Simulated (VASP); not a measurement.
Wanted: the native input for a VASP 6.6.1 run.

```yaml
Task: single point
Functional: PBEsol
Potentials_or_basis: VASP PAW PBE potentials, release 64 (B)
Cutoff: 520 eV
k_mesh: 10 × 10 × 10
Occupations: gaussian, width 0.1 eV
Spin: no spin polarisation
Dipole_correction: no
Further_INCAR_settings: ALGO = Normal; EDIFF = 1e-07; NBANDS = 8
```

The structure of B lies in POSCAR:

```
B
1.0
    0.0000000000      1.5425117484      1.5425117484
    1.5425117484      0.0000000000      1.5425117484
    1.5425117484      1.5425117484      0.0000000000
B
1
Direct
    0.0000000000      0.0000000000      0.0000000000
```

The cell was built by a generator and needn't be a form met in nature.

The input as run:

INCAR

```
PREC = Accurate ; ENCUT = 520
EDIFF = 1E-7 ; ISMEAR = 0
SIGMA = 0.1 ; LREAL = F
LASPH = T ; NELM = 100
ALGO = Normal ; ISIF = 2
LWAVE = F ; LCHARG = F
GGA = PS ; NBANDS = 8
```

KPOINTS

```
Automatic mesh
0
Gamma
  10 10 10
```

Potentials or basis: VASP PAW PBE potentials, release 64 (B).

Command:

```bash
$ cat potpaw_PBE.64/B/POTCAR > POTCAR
$ mpirun -np 1 vasp_std > vasp.out
```

Results of the run:

```yaml
Pressure: -42.8 GPa
Band_gap_on_the_k_mesh: none (metal or under the smearing width)
```

Caveat: a pressure of tens of GPa on the cell as given is suspect, and the run, the potentials or the cell itself is likely at fault; the PAW data sets were made with another functional, which shifts forces and pressure a little.

It took 1.1 s on 1 thread of Intel(R) Xeon(R) 6975P-C (Granite Rapids) (shared host), peak memory 0.11 GiB.
